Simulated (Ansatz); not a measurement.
## Notes on Al₂Pt

```yaml
crystal:
  lattice:
    - [-2.97355, 5.94701, 2.96401]
    - [2.97969, -2.98446, 5.95606]
    - [2.97151, 2.97324, -0.00152]
  atoms:
    - { symbol: Pt, position: [0.99406, 0.00637, 0.02221] }
    - { symbol: Pt, position: [0.00772, 0.49728, 0.46188] }
    - { symbol: Pt, position: [0.49961, 0.77576, 0.76857] }
    - { symbol: Pt, position: [0.51081, 0.24355, 0.23659] }
    - { symbol: Al, position: [0.13409, 0.19373, 0.46787] }
    - { symbol: Al, position: [0.10926, 0.70181, 0.91492] }
    - { symbol: Al, position: [0.64591, 0.92889, 0.18774] }
    - { symbol: Al, position: [0.63788, 0.42880, 0.69086] }
    - { symbol: Al, position: [0.38127, 0.56515, 0.30381] }
    - { symbol: Al, position: [0.38617, 0.04867, 0.79225] }
    - { symbol: Al, position: [0.86145, 0.31487, 0.07919] }
    - { symbol: Al, position: [0.88172, 0.82072, 0.56212] }
```

Method: m-r2SCAN, no spin polarisation; PAW, plane waves to 500 eV, 3×3×5 (shifted by 0.5, 0.5, 0 steps) mesh, cold occupations (width 0.075 eV) (Ansatz 0.2.0), atoms fixed.

- Electronic structure: It is a metal, with about 4.6 states/eV a cell as the mean within 0.25 eV of the Fermi level, mostly Al p (66 %) and Pt d (16 %).
- Stress: The pressure is -0.8 GPa (compression positive), so with the atoms held at these fractions the cell would first shrink; the forces are large, so a full relaxation may end otherwise. The principal stresses -2.2, -0.3, 0.1 GPa differ, so its shape would change too.
- Forces: The largest is on Pt3: 3.15 eV/Å, components (-1.87, 1.25, -2.20). It makes 165° with the line to a nearest neighbour, Al10 at 2.27 Å, pointing away from it.
- Formation energy: -0.88 eV an atom against the elements' usual phases (free molecules for gases, crystals otherwise, with no correction for O₂ or N₂), so it is bound against them; other compounds may still compete. Relaxing would lower it.

Origin: a strained cell with displaced atoms, so it need not be a known compound. Caveats: the k mesh is coarse if the cell is a metal; atoms or cell far from equilibrium; m-r2SCAN is r2SCAN with a changed spin dependence that lowers moments.
